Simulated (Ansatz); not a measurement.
# Electric field gradients in ZrS2

```yaml
crystal:
  lattice:
    - [3.68520, 0.00000, 0.00000]
    - [-1.84260, 3.19148, 0.00000]
    - [0.00000, 0.00000, 6.75584]
  atoms:
    - { symbol: Zr, position: [0.00000, 0.00000, 0.00000] }
    - { symbol: S, position: [0.33333, 0.66667, 0.21439] }
    - { symbol: S, position: [0.66667, 0.33333, 0.78561] }
```

Atoms are numbered in the order listed.

The structure comes from a relaxation in the same program, started in the CdI2 type, and has space group P-3m1. Whether it is a known phase or the ground state wasn't checked.

Levels of theory: DFT, PBE, all-electron PAW with datasets made for the crystal, scalar-relativistic (Ansatz 0.2.0); DFT, PBE, PAW with Ansatz's default frozen-core files, scalar-relativistic (Ansatz 0.2.0).

For the crystal-made all-electron datasets (AE datasets): a Γ-centred 12×12×7 k mesh, Fermi–Dirac smearing of 0.05 eV, cutoff 240 eV (chosen by the program for this cell), no spin polarisation. PAW takes a cutoff of 420 eV at this cell. The Ansatz runs share mesh, smearing and spin set-up.

Spin–orbit coupling is left out, which moves gradients at and beside heavy atoms by some per cent and at worst by a factor of two.

Vzz is the principal value of largest size of the traceless field-gradient tensor, in 10²¹ V/m², and η = (Vxx − Vyy)/Vzz with |Vzz| ≥ |Vyy| ≥ |Vxx|.

```
site  site symmetry  Vzz (η), AE datasets      Vzz (η), PAW
 Zr1           -3m.      -0.68 (η = 0.00)  -0.70 (η = 0.00)
  S2            3m.      -0.33 (η = 0.00)  -0.34 (η = 0.00)
```
